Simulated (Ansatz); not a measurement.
FeO (Wuestite):

```
Fe O
1.0
     1.51882    0.87689    2.51958
    -1.51882    0.87689    2.51958
     0.00000   -1.75378    2.51958
Fe O
1 1
Direct
  0.00000 0.00000 0.00000
  0.50000 0.50000 0.50000
```

| Quantity | Value |
| --- | --- |
| Program | Ansatz 0.2.0 |
| Task | single point |
| Functional | PBE |
| Potentials or basis | Ansatz PAW |
| Cutoff | 420 eV (not typed: the program's choice for these potentials) |
| k mesh | 11 × 11 × 11 |
| Occupations | fermi-dirac, width 0.05 eV |
| Spin | collinear spin, ferromagnetic start |
| Starting moments | [3.0, 0.0] μB |

On this cell: pressure -1.2 GPa; largest force under 0.003 eV/Å; net moment 4.00 μB per cell; site moments Fe +3.45; O +0.32 μB; band gap on the k mesh none (metal or under the smearing width).

The same run follows on a disturbed copy (atoms moved at random, drawn with an rms of 0.05 Å):

```
Fe O
1.0
     1.51882    0.87689    2.51958
    -1.51882    0.87689    2.51958
     0.00000   -1.75378    2.51958
Fe O
1 1
Direct
  0.00349 0.00059 0.00193
  0.48174 0.51863 0.48149
```

Q: What changes?

A: The energy (extrapolated to zero smearing) moves by +6.1 meV/atom; pressure -0.5 GPa; largest force 0.279 eV/Å; net moment 4.00 μB per cell; site moments Fe +3.39; O +0.32 μB; band gap on the k mesh none (metal or under the smearing width).

Forces in eV/Å, atoms in the order of the input:
```
Fe  -0.180  0.098 -0.189
O    0.180 -0.098  0.189
```

Stress tensor (GPa, compression positive):
```
 0.20 -0.66  0.87
-0.66 -0.54 -0.51
 0.87 -0.51 -1.20
```

Caveats: a cell with one magnetic atom can't hold antiferromagnetic order, which such compounds often take; semilocal functionals often make such compounds metallic where correlation or magnetic order opens a gap, which also shifts bond lengths.
